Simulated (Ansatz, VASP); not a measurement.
**One calculation of LiCl, two programs**

```
Li Cl
1.0
     0.00000    2.54040    2.54040
     2.54040    0.00000    2.54040
     2.54040    2.54040    0.00000
Li Cl
1 1
Direct
  0.00000 0.00000 0.00000
  0.50000 0.50000 0.50000
```

Alike in both runs: task single point; functional PBE; k mesh 12 × 12 × 12; occupations gaussian, width 0.05 eV; no spin polarisation.

```csv
,VASP,Ansatz
version,VASP 6.6.1,Ansatz 0.2.0
potentials or method,"VASP PAW PBE potentials, release 64 (Li_sv, Cl)","scalar-relativistic, plane waves, PAW"
plane-wave cutoff (eV),520,420
valence electrons in the cell,10,10
```

VASP gave:

- gap on the k mesh at the Fermi level (eV): 6.51
- least direct gap on the mesh (eV): 6.51

What did Ansatz give for the same quantities?

gap on the k mesh at the Fermi level (eV): 6.49; least direct gap on the mesh (eV): 6.50.

The functional is the same, so the differences come from potentials, cutoffs and numerics.

 A k mesh can miss the band edges.
